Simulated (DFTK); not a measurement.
Crystal: MgO.

```
CELL_PARAMETERS angstrom
0.00000 2.09700 2.09700
2.09700 0.00000 2.09700
2.09700 2.09700 0.00000
ATOMIC_POSITIONS crystal
Mg 0.00000 0.00000 0.00000
O 0.50000 0.50000 0.50000
```

The cell is a database's computed one.

Base run:

- Program: DFTK 0.8.2
- Functional: PBE
- Potentials or basis: dojo.nc.sr.pbe.v0_4_1.standard.upf (PBE)
- Cutoff: 1143 eV
- k mesh: 11 × 11 × 11
- Occupations: fermi-dirac, width 0.05 eV
- Spin: no spin polarisation

Its results: band gap on the k mesh 4.89 eV, direct; pressure 6.7 GPa.

Q: The run is repeated on the same cell with these changes: functional from PBE to PBEsol; potentials or basis from dojo.nc.sr.pbe.v0_4_1.standard.upf (PBE) to dojo.nc.sr.pbesol.v0_4_1.standard.upf (PBEsol). What comes out?

A: Band gap on the k mesh 4.79 eV, direct; pressure 2.2 GPa.

